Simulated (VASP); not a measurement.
## VASP 6.6.1 run: SnTe₂

INCAR

```
LCHARG = .FALSE.
LREAL = .FALSE.
ENCUT = 520
ISMEAR = -1
NBANDS = 20
IBRION = -1
NELM = 120
EDIFF = 0.001
LMAXMIX = 4
SIGMA = 0.02
PREC = Accurate
LWAVE = .FALSE.
ISIF = 2
GGA = PE
NSW = 0
LASPH = .TRUE.
```

KPOINTS

```
KPOINTS created by Atomic Simulation Environment
0
Gamma
6 6 6
0 0 0
```

POSCAR

```
Sn Te
 1.0000000000000000
    -0.0000000000000000    3.7010376708088639    3.7010376708088639
     3.7010376708088639   -0.0000000000000000    3.7010376708088639
     3.7010376708088639    3.7010376708088639   -0.0000000000000000
 Sn  Te
   1   2
Cartesian
  0.0000000000000000  0.0000000000000000 -0.0000000000000000
  1.8505188354044317  1.8505188354044317  1.8505188354044317
  5.5515565062132950  5.5515565062132950  5.5515565062132950
```

The recommended PBE PAW datasets give the neutral cell 26 valence electrons.

Command

```
mpirun -np 1 vasp_std
```

**Question.** How does this run end, and what does it give?

**Answer.** It converged. Results: gap between bands v and c on the k mesh -2.01 eV (bands overlap: a metal); least direct gap on the k mesh 0.00 eV; pressure 0.5 GPa. Band v is the last that the valence electrons fill when counted band by band, and c is the next.

OSZICAR

```
N       E                     dE             d eps       ncg     rms          rms(c)
DAV:   1     0.175876110661E+03    0.17588E+03   -0.11320E+04   652   0.132E+03
DAV:   2     0.923502893851E+01   -0.16664E+03   -0.16198E+03   668   0.335E+02
DAV:   3    -0.903642509351E+01   -0.18271E+02   -0.17848E+02   808   0.101E+02
DAV:   4    -0.974184075004E+01   -0.70542E+00   -0.70373E+00   732   0.202E+01
DAV:   5    -0.976897620733E+01   -0.27135E-01   -0.27134E-01   868   0.421E+00    0.628E+00
DAV:   6    -0.975305713369E+01    0.15919E-01   -0.44829E-02   756   0.185E+00    0.400E+00
DAV:   7    -0.975388544285E+01   -0.82831E-03   -0.30676E-02   784   0.123E+00    0.164E-01
DAV:   8    -0.975319930752E+01    0.68614E-03   -0.56146E-03   724   0.684E-01
   1 F= -.97531993E+01 E0= -.97510001E+01  d E =-.439833E-02
```

For comparison, a separate PBE run of the intended cell, on usual settings and not on those above, gives a gap of -2.01 eV on its mesh and a pressure of 0.5 GPa.
